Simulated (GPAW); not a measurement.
Write an ASE script for GPAW 26.7.0 that does the following.

- Task: single point
- Functional: PBEsol
- Potentials or basis: PAW data sets generated in the run's folder for this functional
- Cutoff: 600 eV
- Basis: pw
- k mesh: 6 × 6 × 6
- Occupations: gaussian, width 0.05 eV
- Spin: collinear spin, random start
- Starting moments: [1.13, 0.0] μB
- Hubbard terms: Ti d U = 4 eV
- Maxiter: 150

The structure of TiSe lies in POSCAR:

```
TiSe
1.0
    3.4034008100      0.0000000000      0.0000000000
    0.0000000000      3.4034008100      0.0000000000
    0.0000000000      0.0000000000      3.4034008100
Ti Se
1 1
Direct
    0.0000000000      0.0000000000      0.0000000000
    0.5000000000      0.5000000000      0.5000000000
```

The cell comes from a database or a generator and needn't be the stable form of this composition.

These files were run (other wordings do the same):

run.py

```python
from ase.dft.bandgap import bandgap
from ase.io import read, write
from ase.units import GPa
from gpaw import GPAW, PW, setup_paths

setup_paths.insert(0, '.')

atoms = read('POSCAR')
atoms.set_initial_magnetic_moments([1.13, 0.0])

calc = GPAW(mode=PW(600),
            xc='PBEsol',
            kpts={'size': (6, 6, 6), 'gamma': True},
            occupations={'name': 'methfessel-paxton', 'order': 0, 'width': 0.05},
            setups={'Ti': ':d,4.0'},
            nbands=19,
            convergence={'density': 1e-05, 'energy': 1e-05},
            maxiter=150,
            txt='gpaw.txt')
atoms.calc = calc
energy = atoms.get_potential_energy()
forces = atoms.get_forces()
stress = atoms.get_stress()
calc.write('gs.gpw')
write('result.traj', atoms)
print(f'Energy: {energy:.6f} eV')
print('Forces (eV/A):')
print(forces.round(4))
print('Stress (GPa):', (stress / GPa).round(3))
print('Moments:', calc.get_magnetic_moments().round(3))
print('Fermi level:', round(calc.get_fermi_level(), 4), 'eV')
print(f'Gap: {bandgap(calc)[0]:.4f} eV, direct: {bandgap(calc, direct=True)[0]:.4f} eV')
```

Potentials or basis: PAW data sets generated in the run's folder for this functional, pw.

Launch:

```sh
$ gpaw-setup -f PBEsol Se Ti
$ OMP_NUM_THREADS=1 python run.py
```

Results of the run:

```yaml
Pressure: -0.6 GPa
Band_gap_on_the_k_mesh: none (metal or under the smearing width)
Net_moment: 1.99 μB per cell
Site_moments: Ti +1.53; Se -0.03 μB
```

Wall time 40 s on 1 thread of Arm Neoverse N1 (shared host), peak memory 0.16 GiB.
